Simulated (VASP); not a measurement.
# Ru (P6_3/mmc) in VASP: further runs, part 2 of 3

VASP 6.6.1. The steps go on from the part before.

## Step 3: Single point, PBEsol (grid = ENCUT=280 dk=0.35 cell=2x2x1 ISMEAR=1 SIGMA=0.1 LREAL=Auto EDIFF=1e-06)

INCAR reads:

```
  PREC = Accurate
  ENCUT = 280
  EDIFF = 1E-6
  ISMEAR = 1
  SIGMA = 0.1
  LREAL = Auto
  LASPH = True
  NELM = 120
  ALGO = Fast
  ISIF = 2
  LWAVE = False
  LCHARG = False
  GGA = PS
  NBANDS = 64
```

KPOINTS reads:

```
Automatic mesh
0
Gamma
  4 4 5
```

POSCAR reads:

```
Ru
1.0
    5.4116000000      0.0000000000      0.0000000000
   -2.7058000000      4.6865830752      0.0000000000
    0.0000000000      0.0000000000      4.2819000000
Ru
8
Direct
    0.3333333334      0.1666666666      0.7500000000
    0.3333333334      0.6666666666      0.7500000000
    0.8333333333      0.1666666666      0.7500000000
    0.8333333333      0.6666666666      0.7500000000
    0.1666666666      0.3333333334      0.2500000000
    0.1666666666      0.8333333333      0.2500000000
    0.6666666666      0.3333333334      0.2500000000
    0.6666666666      0.8333333333      0.2500000000
```

Potentials or basis: VASP PAW PBE potentials, release 64 (Ru_pv).

On the command line:

```
> cat potpaw_PBE.64/Ru_pv/POTCAR > POTCAR
> mpirun -np 1 vasp_std > vasp.out
```

OUTCAR:

```text
PREC = Accurate
   ENCUT = 280
   EDIFF = 1E-6
   ISMEAR = 1
   LREAL = Auto
   LASPH = True
   NELM = 120
   ISIF = 2
   GGA = PS

 Found     12 irreducible k-points:

 Following reciprocal coordinates:
            Coordinates               Weight
  0.000000  0.000000  0.000000      1.000000
  0.250000  0.000000  0.000000      6.000000
  0.500000  0.000000  0.000000      3.000000
  0.250000  0.250000  0.000000      6.000000
  0.000000  0.000000  0.200000      2.000000
  0.250000  0.000000  0.200000     12.000000
   k-points           NKPTS =     12   k-points in BZ     NKDIM =     12   number of bands    NBANDS=     64
   number of dos      NEDOS =    301   number of ions     NIONS =      8
   total plane-waves  NPLWV =  21600
   dimension x,y,z NGX =    30 NGY =   30 NGZ =   24
   dimension x,y,z NGXF=    60 NGYF=   60 NGZF=   48
   ions per type =               8
   NGX,Y,Z   is equivalent  to a cutoff of   9.22,  9.22,  9.32 a.u.
   NGXF,Y,Z  is equivalent  to a cutoff of  18.43, 18.43, 18.64 a.u.
 SYSTEM =  unknown system
   PREC   = accura    normal or accurate (medium, high low for compatibility)
   ISTART =      0    job   : 0-new  1-cont  2-samecut
   ICHARG =      2    charge: 1-file 2-atom 10-const
   ISPIN  =      1    spin polarized calculation?
   LNONCOLLINEAR =      F non collinear calculations
   LSORBIT =      F    spin-orbit coupling
   LASPH  =      T    aspherical Exc in radial PAW
   ENCUT  =  280.0 eV  20.58 Ry    4.54 a.u.   7.38  7.38  5.84*2*pi/ulx,y,z
   NELM   =    120;   NELMIN=  2; NELMDL= -5     # of ELM steps
   EDIFF  = 0.1E-05   stopping-criterion for ELM
   LREAL  =      T    real-space projection
   EDIFFG = 0.1E-04   stopping-criterion for IOM
   NSW    =      0    number of steps for IOM
   IBRION =     -1    ionic relax: 0-MD 1-quasi-New 2-CG
   NFREE  =      0    steps in history (QN), initial steepest desc. (CG)
   ISIF   =      2    stress and relaxation
   ISYM   =      2    0-nonsym 1-usesym 2-fastsym
   POTIM  = 0.5000    time-step for ionic-motion
   TEBEG  =    0.0;   TEEND  =   0.0 temperature during run
   PSTRESS=    0.0 pullay stress
   NELECT =     112.0000    total number of electrons
   NUPDOWN=      -1.0000    fix difference up-down
   EMIN   =  10.00;   EMAX   =-10.00  energy-range for DOS
   EFERMI =   0.00;   METHOD = LEGACY
   ISMEAR =     1;   SIGMA  =   0.10  broadening in eV -4-tet -1-fermi 0-gaus
   EFERMI_NEDOS =   21; number of points for ismear=-14 and -15
   IALGO  =     68    algorithm
   IMIX   =      4    mixing-type and parameters
     AMIX     =   0.40;   BMIX     =  1.00
     AMIX_MAG =   1.60;   BMIX_MAG =  1.00
  volume/ion in A,a.u.               =      13.57        91.61
  Fermi-wavevector in a.u.,A,eV,Ry     =   1.654022  3.125649 37.222674  2.735789
  Thomas-Fermi vector in A             =   2.742361
   LORBIT       =      0    0 simple, 1 ext, 2 COOP (PROOUT), +10 PAW based schemes
   GGA     = PS    functional components
   LHFCALC =     F    Hartree Fock is set to
   AEXX    =    0.0000 exact exchange contribution
   IVDW    =     0    specifies the selected vdW correction
   LEPSILON=     F    determine dielectric tensor
   LRPA    =     F    only Hartree local field effects (RPA)
 non-spin polarized calculation
 RMM-DIIS sequential band-by-band and
 Methfessel and Paxton  Order N= 1 SIGMA  =   0.10
  energy-cutoff  :      280.00
  volume of cell :      108.60
 maximum number of plane-waves:      1188
 NGX is ok and might be reduce to    30
   NGX = 15   NGY = 15   NGZ = 11

 number of electron     112.0000127 magnetization

 Free energy of the ion-electron system (eV)
  ---------------------------------------------------
  ext. energy  EPLUGINS =         0.00000000
  ---------------------------------------------------
  free energy    TOTEN  =       -81.60696745 eV

  energy without entropy =      -81.60523944  energy(sigma->0) =      -81.60639145

 E-fermi :  12.7026     XC(G=0): -14.2869

 val. band max:       12.6919715968   @ k =   0.2500   0.0000   0.4000
 cond. band min:      12.7213622259   @ k =   0.2500   0.0000   0.4000
 fundamental gap:      0.0293906291
 Fermi energy:        12.7026083331

 k-point     1 :       0.0000    0.0000    0.0000
  band No.  band energies     occupation
      1     -30.9016      2.00000
      2     -30.7053      2.00000
      3     -30.7053      2.00000
      4     -30.7053      2.00000
      5     -30.5132      2.00000
      6     -30.5132      2.00000
[... 56 lines left out ...]
     63      14.5933     -0.00000
     64      14.6383     -0.00000

 k-point     2 :       0.2500    0.0000    0.0000
  band No.  band energies     occupation
      1     -30.8490      2.00000
      2     -30.6469      2.00000
      3     -30.6469      2.00000
      4     -30.5958      2.00000
      5     -30.5240      2.00000
      6     -30.4668      2.00000
[... 56 lines left out ...]
     63      14.2246     -0.00000
     64      14.4556     -0.00000

 k-point     3 :       0.5000    0.0000    0.0000
  band No.  band energies     occupation
      1     -30.7066      2.00000
      2     -30.7066      2.00000
      3     -30.5466      2.00000
      4     -30.5466      2.00000
      5     -30.4636      2.00000
      6     -30.4636      2.00000
[... 56 lines left out ...]
     63      14.2640     -0.00000
     64      14.2730     -0.00000

 k-point     4 :       0.2500    0.2500    0.0000
  band No.  band energies     occupation
      1     -30.7512      2.00000
      2     -30.5955      2.00000
      3     -30.5851      2.00000
      4     -30.5851      2.00000
      5     -30.4607      2.00000
      6     -30.4607      2.00000
[... 56 lines left out ...]
     63      14.1267     -0.00000
     64      14.2163     -0.00000

 k-point     5 :       0.0000    0.0000    0.2000
  band No.  band energies     occupation
      1     -30.7971      2.00000
      2     -30.7757      2.00000
      3     -30.7757      2.00000
      4     -30.7757      2.00000
      5     -30.6016      2.00000
      6     -30.6016      2.00000
[... 56 lines left out ...]
     63      14.3275     -0.00000
     64      14.5408     -0.00000

 k-point     6 :       0.2500    0.0000    0.2000
  band No.  band energies     occupation
      1     -30.7585      2.00000
      2     -30.7176      2.00000
      3     -30.7176      2.00000
      4     -30.7038      2.00000
      5     -30.5596      2.00000
      6     -30.5596      2.00000
[... 56 lines left out ...]
     63      14.0243     -0.00000
     64      14.4241     -0.00000

 [... further k-points ...]
[... 5 lines left out ...]
  --------------------------------------------------------------------------------------
  -------------------------------------------------------------------------------------
  Total       -4.7199854     -4.7199854     -5.6441416      0.0000000      0.0000000      0.0000000
  in kB      -69.6358231    -69.6358231    -83.2702667      0.0000000      0.0000000      0.0000000
  external PRESSURE =     -74.1806376 kB  Pullay stress =       0.0000000 kB

 VOLUME and BASIS-vectors are now :
 -----------------------------------------------------------------------------
  energy-cutoff  :      280.00
  volume of cell :      108.60
      direct lattice vectors                 reciprocal lattice vectors
     5.411600000  0.000000000  0.000000000     0.184788233  0.106687536  0.000000000
    -2.705800000  4.686583075  0.000000000     0.000000000  0.213375072  0.000000000
     0.000000000  0.000000000  4.281900000     0.000000000  0.000000000  0.233541185

 POSITION                                       TOTAL-FORCE (eV/Angst)
 -----------------------------------------------------------------------------------
      1.35290      0.78110      3.21143         0.000000     -0.000000      0.000000
      0.00000      3.12439      3.21143         0.000000     -0.000000     -0.000000
      4.05870      0.78110      3.21143         0.000000     -0.000000      0.000000
      2.70580      3.12439      3.21143        -0.000000     -0.000000     -0.000000
     -0.00000      1.56219      1.07048        -0.000000      0.000000     -0.000000
     -1.35290      3.90549      1.07048         0.000000      0.000000      0.000000
      2.70580      1.56219      1.07048         0.000000      0.000000      0.000000
      1.35290      3.90549      1.07048        -0.000000      0.000000     -0.000000
 -----------------------------------------------------------------------------------
    total drift:                                0.000001      0.000001      0.000000

  FREE ENERGIE OF THE ION-ELECTRON SYSTEM (eV)
  ---------------------------------------------------
  free  energy   TOTEN  =       -81.6069674515 eV

  energy  without entropy=      -81.6052394422  energy(sigma->0) =      -81.60639145
```

It took 99 s on 1 thread of Intel Xeon Platinum 8259CL at 2.50GHz (Skylake/Cascade Lake), shared host; peak memory 0.16 GiB.

The run converged, but some of its settings lie outside the range that counts as converged, so its numbers aren't taken as properties of the crystal.

What came out:

```
Free energy            : -81.6070 eV
Pressure               : -7.4 GPa
Band gap on the k mesh : none (metal or under the smearing width)
```

Caveat: the cutoff is under 1.25 times the usual one of these potentials, so pressure, stress and relaxed cells hold a basis-set (Pulay) error; the PAW data sets were made with another functional, which shifts forces and pressure a little.

## Step 4: Single point, PBEsol (grid = ENCUT=400 dk=0.45 cell=2x2x1 ISMEAR=1 SIGMA=0.1 LREAL=Auto EDIFF=1e-06)

Edit INCAR of step 3 so:

```diff
@@ -1,3 +1,3 @@
   PREC = Accurate
-  ENCUT = 280
+  ENCUT = 400
   EDIFF = 1E-6
```

KPOINTS reads:

```
Automatic mesh
0
Gamma
  3 3 4
```

POSCAR is that of step 3.

On the command line:

```
> cat potpaw_PBE.64/Ru_pv/POTCAR > POTCAR
> mpirun -np 1 vasp_std > vasp.out
```

Wall time 2.1 min (1 thread of Intel Xeon Platinum 8259CL at 2.50GHz (Skylake/Cascade Lake), shared host); peak memory 0.19 GiB.

These settings aren't checked as converged: the numbers below hold their error.

What came out:

| Quantity | Value |
| --- | --- |
| Free energy | -81.0323 eV |
| Pressure | -6.5 GPa |
| Band gap on the k mesh | none (metal or under the smearing width) |

Caveat: the k mesh is coarse (spacing up to 0.45 Å⁻¹), so the values aren't converged; the PAW data sets were made with another functional, which shifts forces and pressure a little.

## Step 5: Single point, PBEsol (grid = ENCUT=340 dk=0.35 cell=2x2x1 ISMEAR=1 SIGMA=0.1 LREAL=Auto EDIFF=1e-06)

Edit INCAR of step 4 so:

```diff
@@ -1,3 +1,3 @@
   PREC = Accurate
-  ENCUT = 400
+  ENCUT = 340
   EDIFF = 1E-6
```

KPOINTS reads:

```
Automatic mesh
0
Gamma
  4 4 5
```

POSCAR is that of step 4.

Potentials or basis: VASP PAW PBE potentials, release 64 (Ru_pv).

On the command line:

```
> cat potpaw_PBE.64/Ru_pv/POTCAR > POTCAR
> mpirun -np 1 vasp_std > vasp.out
```

OUTCAR:

```text
PREC = Accurate
   ENCUT = 340
   EDIFF = 1E-6
   ISMEAR = 1
   LREAL = Auto
   LASPH = True
   NELM = 120
   ISIF = 2
   GGA = PS

 Found     12 irreducible k-points:

 Following reciprocal coordinates:
            Coordinates               Weight
  0.000000  0.000000  0.000000      1.000000
  0.250000  0.000000  0.000000      6.000000
  0.500000  0.000000  0.000000      3.000000
  0.250000  0.250000  0.000000      6.000000
  0.000000  0.000000  0.200000      2.000000
  0.250000  0.000000  0.200000     12.000000
   k-points           NKPTS =     12   k-points in BZ     NKDIM =     12   number of bands    NBANDS=     64
   number of dos      NEDOS =    301   number of ions     NIONS =      8
   total plane-waves  NPLWV =  36288
   dimension x,y,z NGX =    36 NGY =   36 NGZ =   28
   dimension x,y,z NGXF=    72 NGYF=   72 NGZF=   56
   ions per type =               8
   NGX,Y,Z   is equivalent  to a cutoff of  11.06, 11.06, 10.87 a.u.
   NGXF,Y,Z  is equivalent  to a cutoff of  22.12, 22.12, 21.74 a.u.
 SYSTEM =  unknown system
   PREC   = accura    normal or accurate (medium, high low for compatibility)
   ISTART =      0    job   : 0-new  1-cont  2-samecut
   ICHARG =      2    charge: 1-file 2-atom 10-const
   ISPIN  =      1    spin polarized calculation?
   LNONCOLLINEAR =      F non collinear calculations
   LSORBIT =      F    spin-orbit coupling
   LASPH  =      T    aspherical Exc in radial PAW
   ENCUT  =  340.0 eV  24.99 Ry    5.00 a.u.   8.14  8.14  6.44*2*pi/ulx,y,z
   NELM   =    120;   NELMIN=  2; NELMDL= -5     # of ELM steps
   EDIFF  = 0.1E-05   stopping-criterion for ELM
   LREAL  =      T    real-space projection
   EDIFFG = 0.1E-04   stopping-criterion for IOM
   NSW    =      0    number of steps for IOM
   IBRION =     -1    ionic relax: 0-MD 1-quasi-New 2-CG
   NFREE  =      0    steps in history (QN), initial steepest desc. (CG)
   ISIF   =      2    stress and relaxation
   ISYM   =      2    0-nonsym 1-usesym 2-fastsym
   POTIM  = 0.5000    time-step for ionic-motion
   TEBEG  =    0.0;   TEEND  =   0.0 temperature during run
   PSTRESS=    0.0 pullay stress
   NELECT =     112.0000    total number of electrons
   NUPDOWN=      -1.0000    fix difference up-down
   EMIN   =  10.00;   EMAX   =-10.00  energy-range for DOS
   EFERMI =   0.00;   METHOD = LEGACY
   ISMEAR =     1;   SIGMA  =   0.10  broadening in eV -4-tet -1-fermi 0-gaus
   EFERMI_NEDOS =   21; number of points for ismear=-14 and -15
   IALGO  =     68    algorithm
   IMIX   =      4    mixing-type and parameters
     AMIX     =   0.40;   BMIX     =  1.00
     AMIX_MAG =   1.60;   BMIX_MAG =  1.00
  volume/ion in A,a.u.               =      13.57        91.61
  Fermi-wavevector in a.u.,A,eV,Ry     =   1.654022  3.125649 37.222674  2.735789
  Thomas-Fermi vector in A             =   2.742361
   LORBIT       =      0    0 simple, 1 ext, 2 COOP (PROOUT), +10 PAW based schemes
   GGA     = PS    functional components
   LHFCALC =     F    Hartree Fock is set to
   AEXX    =    0.0000 exact exchange contribution
   IVDW    =     0    specifies the selected vdW correction
   LEPSILON=     F    determine dielectric tensor
   LRPA    =     F    only Hartree local field effects (RPA)
 non-spin polarized calculation
 RMM-DIIS sequential band-by-band and
 Methfessel and Paxton  Order N= 1 SIGMA  =   0.10
  energy-cutoff  :      340.00
  volume of cell :      108.60
 maximum number of plane-waves:      1561
 NGX is ok and might be reduce to    36
   NGX = 17   NGY = 17   NGZ = 13

 number of electron     112.0000029 magnetization

 Free energy of the ion-electron system (eV)
  ---------------------------------------------------
  ext. energy  EPLUGINS =         0.00000000
  ---------------------------------------------------
  free energy    TOTEN  =       -81.51807760 eV

  energy without entropy =      -81.51618075  energy(sigma->0) =      -81.51744532

 E-fermi :  12.6971     XC(G=0): -14.2850

 val. band max:       12.6877323747   @ k =   0.2500   0.0000   0.4000
 cond. band min:      12.7143017173   @ k =   0.2500   0.0000   0.4000
 fundamental gap:      0.0265693427
 Fermi energy:        12.6970559562

 k-point     1 :       0.0000    0.0000    0.0000
  band No.  band energies     occupation
      1     -30.9114      2.00000
      2     -30.7134      2.00000
      3     -30.7134      2.00000
      4     -30.7134      2.00000
      5     -30.5216      2.00000
      6     -30.5216      2.00000
[... 56 lines left out ...]
     63      14.6025     -0.00000
     64      14.6297     -0.00000

 k-point     2 :       0.2500    0.0000    0.0000
  band No.  band energies     occupation
      1     -30.8583      2.00000
      2     -30.6556      2.00000
      3     -30.6556      2.00000
      4     -30.6040      2.00000
      5     -30.5329      2.00000
      6     -30.4755      2.00000
[... 56 lines left out ...]
     63      14.2178     -0.00000
     64      14.4429     -0.00000

 k-point     3 :       0.5000    0.0000    0.0000
  band No.  band energies     occupation
      1     -30.7156      2.00000
      2     -30.7156      2.00000
      3     -30.5549      2.00000
      4     -30.5549      2.00000
      5     -30.4722      2.00000
      6     -30.4722      2.00000
[... 56 lines left out ...]
     63      14.2556     -0.00000
     64      14.2587     -0.00000

 k-point     4 :       0.2500    0.2500    0.0000
  band No.  band energies     occupation
      1     -30.7601      2.00000
      2     -30.6042      2.00000
      3     -30.5939      2.00000
      4     -30.5939      2.00000
      5     -30.4692      2.00000
      6     -30.4692      2.00000
[... 56 lines left out ...]
     63      14.1195     -0.00000
     64      14.2058     -0.00000

 k-point     5 :       0.0000    0.0000    0.2000
  band No.  band energies     occupation
      1     -30.8058      2.00000
      2     -30.7846      2.00000
      3     -30.7846      2.00000
      4     -30.7846      2.00000
      5     -30.6101      2.00000
      6     -30.6101      2.00000
[... 56 lines left out ...]
     63      14.3257     -0.00000
     64      14.5321     -0.00000

 k-point     6 :       0.2500    0.0000    0.2000
  band No.  band energies     occupation
      1     -30.7673      2.00000
      2     -30.7263      2.00000
      3     -30.7263      2.00000
      4     -30.7123      2.00000
      5     -30.5683      2.00000
      6     -30.5683      2.00000
[... 56 lines left out ...]
     63      14.0156     -0.00000
     64      14.4198     -0.00000

 [... further k-points ...]
[... 5 lines left out ...]
  --------------------------------------------------------------------------------------
  -------------------------------------------------------------------------------------
  Total       -5.4708255     -5.4708255     -6.4102032      0.0000000     -0.0000000      0.0000000
  in kB      -80.7132659    -80.7132659    -94.5722780      0.0000000     -0.0000000      0.0000000
  external PRESSURE =     -85.3329366 kB  Pullay stress =       0.0000000 kB

 VOLUME and BASIS-vectors are now :
 -----------------------------------------------------------------------------
  energy-cutoff  :      340.00
  volume of cell :      108.60
      direct lattice vectors                 reciprocal lattice vectors
     5.411600000  0.000000000  0.000000000     0.184788233  0.106687536  0.000000000
    -2.705800000  4.686583075  0.000000000     0.000000000  0.213375072  0.000000000
     0.000000000  0.000000000  4.281900000     0.000000000  0.000000000  0.233541185

 POSITION                                       TOTAL-FORCE (eV/Angst)
 -----------------------------------------------------------------------------------
      1.35290      0.78110      3.21143        -0.000000     -0.000000      0.000000
      0.00000      3.12439      3.21143        -0.000000     -0.000000     -0.000000
      4.05870      0.78110      3.21143        -0.000000      0.000000     -0.000000
      2.70580      3.12439      3.21143        -0.000000      0.000000     -0.000000
     -0.00000      1.56219      1.07048         0.000000      0.000000      0.000000
     -1.35290      3.90549      1.07048         0.000000     -0.000000      0.000000
      2.70580      1.56219      1.07048         0.000000      0.000000      0.000000
      1.35290      3.90549      1.07048         0.000000     -0.000000      0.000000
 -----------------------------------------------------------------------------------
    total drift:                                0.000001      0.000001      0.000000

  FREE ENERGIE OF THE ION-ELECTRON SYSTEM (eV)
  ---------------------------------------------------
  free  energy   TOTEN  =       -81.5180775983 eV

  energy  without entropy=      -81.5161807503  energy(sigma->0) =      -81.51744532
```

Wall time 1.9 min (1 thread of Intel Xeon Platinum 8259CL at 2.50GHz (Skylake/Cascade Lake), shared host); peak memory 0.19 GiB.

These settings aren't checked as converged: the numbers below hold their error.

What came out:

| Quantity | Value |
| --- | --- |
| Free energy | -81.5181 eV |
| Pressure | -8.5 GPa |
| Band gap on the k mesh | none (metal or under the smearing width) |

Caveat: the PAW data sets were made with another functional, which shifts forces and pressure a little.

[end of part 2 of 3]
